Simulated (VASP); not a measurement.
# RbBr (Fm-3m) in VASP: further runs, part 2 of 2

VASP 6.6.1. The steps go on from the part before.

## 5. Single point, r2SCAN

Input file INCAR:

```
SYSTEM = RbBr
PREC = Accurate
ENCUT = 400
EDIFF = 1E-6
ISMEAR = 0
SIGMA = 0.2
LREAL = .FALSE.
LASPH = .TRUE.
NELM = 100
ALGO = Normal
ISIF = 2
LWAVE = .FALSE.
LCHARG = .FALSE.
METAGGA = R2SCAN
LMIXTAU = .TRUE.
ADDGRID = .FALSE.
```

Input file KPOINTS:

```
Automatic mesh
0
G
  5 5 5
  0 0 0
```

Input file POSCAR:

```
RbBr
1.0
    0.0000000000      3.4270000000      3.4270000000
    3.4270000000      0.0000000000      3.4270000000
    3.4270000000      3.4270000000      0.0000000000
Rb Br
1 1
Direct
    0.0000000000      0.0000000000      0.0000000000
    0.5000000000      0.5000000000      0.5000000000
```

Potentials or basis: VASP PAW PBE potentials, release 64 (Rb_sv, Br).

The run is started by

```sh
$ cat potpaw_PBE.64/Rb_sv/POTCAR potpaw_PBE.64/Br/POTCAR > POTCAR
$ mpirun -np 1 vasp_std > vasp.out
```

OUTCAR:

```text
SYSTEM = RbBr
   PREC = Accurate
   ENCUT = 400
   EDIFF = 1E-6
   ISMEAR = 0
   LREAL = .FALSE.
   LASPH = .TRUE.
   NELM = 100
   ISIF = 2
   METAGGA = R2SCAN

 Found     10 irreducible k-points:

 Following reciprocal coordinates:
            Coordinates               Weight
  0.000000  0.000000  0.000000      1.000000
  0.200000  0.000000  0.000000      8.000000
  0.400000  0.000000  0.000000      8.000000
  0.200000  0.200000  0.000000      6.000000
  0.400000  0.200000  0.000000     24.000000
 -0.400000  0.200000  0.000000     24.000000
   k-points           NKPTS =     10   k-points in BZ     NKDIM =     10   number of bands    NBANDS=     12
   number of dos      NEDOS =    301   number of ions     NIONS =      2
   total plane-waves  NPLWV =  32768
   dimension x,y,z NGX =    32 NGY =   32 NGZ =   32
   dimension x,y,z NGXF=    64 NGYF=   64 NGZF=   64
   ions per type =               1   1
   NGX,Y,Z   is equivalent  to a cutoff of  10.98, 10.98, 10.98 a.u.
   NGXF,Y,Z  is equivalent  to a cutoff of  21.95, 21.95, 21.95 a.u.
 SYSTEM =  RbBr
   PREC   = accura    normal or accurate (medium, high low for compatibility)
   ISTART =      0    job   : 0-new  1-cont  2-samecut
   ICHARG =      2    charge: 1-file 2-atom 10-const
   ISPIN  =      1    spin polarized calculation?
   LNONCOLLINEAR =      F non collinear calculations
   LSORBIT =      F    spin-orbit coupling
   LASPH  =      T    aspherical Exc in radial PAW
   ENCUT  =  400.0 eV  29.40 Ry    5.42 a.u.   7.90  7.90  7.90*2*pi/ulx,y,z
   NELM   =    100;   NELMIN=  2; NELMDL= -5     # of ELM steps
   EDIFF  = 0.1E-05   stopping-criterion for ELM
   LREAL  =      F    real-space projection
   EDIFFG = 0.1E-04   stopping-criterion for IOM
   NSW    =      0    number of steps for IOM
   IBRION =     -1    ionic relax: 0-MD 1-quasi-New 2-CG
   NFREE  =      0    steps in history (QN), initial steepest desc. (CG)
   ISIF   =      2    stress and relaxation
   ISYM   =      2    0-nonsym 1-usesym 2-fastsym
   POTIM  = 0.5000    time-step for ionic-motion
   TEBEG  =    0.0;   TEEND  =   0.0 temperature during run
   PSTRESS=    0.0 pullay stress
   NELECT =      16.0000    total number of electrons
   NUPDOWN=      -1.0000    fix difference up-down
   EMIN   =  10.00;   EMAX   =-10.00  energy-range for DOS
   EFERMI =   0.00;   METHOD = LEGACY
   ISMEAR =     0;   SIGMA  =   0.20  broadening in eV -4-tet -1-fermi 0-gaus
   EFERMI_NEDOS =   21; number of points for ismear=-14 and -15
   IALGO  =     38    algorithm
[... 18 lines left out ...]
   NGX = 15   NGY = 15   NGZ = 15

 number of electron      15.9999999 magnetization

 Free energy of the ion-electron system (eV)
  ---------------------------------------------------
  ext. energy  EPLUGINS =         0.00000000
  ---------------------------------------------------
  free energy    TOTEN  =       -31.15153287 eV

  energy without entropy =      -31.15153287  energy(sigma->0) =      -31.15153287

 E-fermi :  -1.2186     XC(G=0):  -7.6317

 val. band max:       -2.1587641243   @ k =   0.0000   0.0000   0.0000
 cond. band min:       2.8109607759   @ k =   0.0000   0.0000   0.0000
 fundamental gap:      4.9697249002
 Fermi energy:        -1.2186288229

 k-point     1 :       0.0000    0.0000    0.0000
  band No.  band energies     occupation
      1     -27.3129      2.00000
      2     -14.7726      2.00000
      3     -10.8422      2.00000
      4     -10.8422      2.00000
      5     -10.8422      2.00000
      6      -2.1588      2.00000
      7      -2.1588      2.00000
      8      -2.1588      2.00000
      9       2.8110      0.00000
     10       5.7220      0.00000
     11       5.7220      0.00000
     12       5.7220      0.00000
[... 61 lines left out ...]
 k-point     6 :      -0.4000    0.2000    0.0000
  band No.  band energies     occupation
      1     -27.3020      2.00000
      2     -14.7862      2.00000
      3     -10.9171      2.00000
      4     -10.8607      2.00000
      5     -10.8220      2.00000
      6      -2.9479      2.00000
      7      -2.5016      2.00000
      8      -2.4912      2.00000
      9       5.2686      0.00000
     10       5.9003      0.00000
     11       7.4430      0.00000
     12       7.8689      0.00000

 [... further k-points ...]

------------------------ aborting loop because EDIFF is reached ----------------------------------------

  FORCE on cell =-STRESS in cart. coord.  units (eV):
  Direction    XX          YY          ZZ          XY          YZ          ZX
  --------------------------------------------------------------------------------------
  -------------------------------------------------------------------------------------
  Total        0.2366662      0.2366662      0.2366662      0.0000000     -0.0000000      0.0000000
  in kB        4.7105814      4.7105814      4.7105814      0.0000000     -0.0000000      0.0000000
  external PRESSURE =       4.7105814 kB  Pullay stress =       0.0000000 kB

 VOLUME and BASIS-vectors are now :
 -----------------------------------------------------------------------------
  energy-cutoff  :      400.00
  volume of cell :       80.50
      direct lattice vectors                 reciprocal lattice vectors
     0.000000000  3.427000000  3.427000000    -0.145900204  0.145900204  0.145900204
     3.427000000  0.000000000  3.427000000     0.145900204 -0.145900204  0.145900204
     3.427000000  3.427000000  0.000000000     0.145900204  0.145900204 -0.145900204

 POSITION                                       TOTAL-FORCE (eV/Angst)
 -----------------------------------------------------------------------------------
      0.00000      0.00000      0.00000        -0.000000      0.000000      0.000000
      3.42700      3.42700      3.42700         0.000000     -0.000000     -0.000000
 -----------------------------------------------------------------------------------
    total drift:                                0.000000     -0.000000     -0.000000

  FREE ENERGIE OF THE ION-ELECTRON SYSTEM (eV)
  ---------------------------------------------------
  free  energy   TOTEN  =       -31.1515328703 eV

  energy  without entropy=      -31.1515328703  energy(sigma->0) =      -31.15153287
```

OSZICAR:

```text
N       E                     dE             d eps       ncg     rms          rms(c)
DAV:   1     0.581255115086E+02    0.58126E+02   -0.59674E+03   240   0.954E+02
DAV:   2    -0.305775425835E+02   -0.88703E+02   -0.82139E+02   360   0.176E+02
DAV:   3    -0.355704436495E+02   -0.49929E+01   -0.49769E+01   308   0.499E+01
[... 12 lines left out ...]
DAV:  16    -0.311514893868E+02   -0.33012E-04   -0.10675E-04   264   0.909E-02    0.460E-03
DAV:  17    -0.311515303048E+02   -0.40918E-04   -0.17211E-05   272   0.480E-02    0.281E-03
DAV:  18    -0.311515273535E+02    0.29514E-05   -0.33019E-06   264   0.247E-02    0.218E-03
DAV:  19    -0.311515319176E+02   -0.45642E-05   -0.15295E-06   212   0.145E-02    0.580E-04
DAV:  20    -0.311515328703E+02   -0.95266E-06   -0.32004E-07   200   0.503E-03
   1 F= -.31151533E+02 E0= -.31151533E+02  d E =-.772467E-12
```

stdout:

```text
POSCAR found type information on POSCAR RbBr
 POSCAR found :  2 types and       2 ions
 scaLAPACK will be used
 -----------------------------------------------------------------------------
|                                                                             |
|                                                                             |
|     You enforced a specific xc type in the INCAR file but a different       |
|     I HOPE YOU KNOW WHAT YOU ARE DOING!                                     |
|                                                                             |
 -----------------------------------------------------------------------------

 LDA part: xc-table for (None), standard interpolation
 POSCAR, INCAR and KPOINTS ok, starting setup
 FFT: planning ... GRIDC
 FFT: planning ... GRID_SOFT
 FFT: planning ... GRID
 WAVECAR not read
 entering main loop
```

Wall time 51 s (1 thread of AMD EPYC 7R13 (Zen 3), shared host); peak memory 0.15 GiB.

The run converged, but some of its settings lie outside the range that counts as converged, so its numbers aren't taken as properties of the crystal.

Results:

- Free energy: -31.1515 eV
- Pressure: 0.5 GPa
- Band gap on the k mesh: 4.97 eV, direct

Caveat: the PAW data sets were made with another functional, which shifts forces and pressure a little.

## 6. Single point, r2SCAN

INCAR, as its differences from that of step 5:

```diff
@@ -5,3 +5,3 @@
 ISMEAR = 0
-SIGMA = 0.2
+SIGMA = 0.01
 LREAL = .FALSE.
```

KPOINTS is that of step 5.

POSCAR is that of step 5.

Potentials or basis: VASP PAW PBE potentials, release 64 (Rb_sv, Br).

The run is started by

```sh
$ cat potpaw_PBE.64/Rb_sv/POTCAR potpaw_PBE.64/Br/POTCAR > POTCAR
$ mpirun -np 1 vasp_std > vasp.out
```

Run time: 49 s. Hardware: 1 thread of AMD EPYC 7R13 (Zen 3), shared host; peak memory 0.15 GiB.

The run converged, but some of its settings lie outside the range that counts as converged, so its numbers aren't taken as properties of the crystal.

What came out:

* Free energy: -31.1515 eV
* Pressure: 0.5 GPa
* Band gap on the k mesh: 4.97 eV, direct

Caveat: the PAW data sets were made with another functional, which shifts forces and pressure a little.

## 7. The reference run

An earlier run on the cell as given: functional PBE; potentials or basis VASP PAW PBE potentials, release 64 (Rb_sv, Br); cutoff 520 eV; k mesh 7 × 7 × 7; occupations fermi-dirac, width 0.05 eV; no spin polarisation.

* Pressure: 1.0 GPa
* Band gap on the k mesh: 4.36 eV, direct
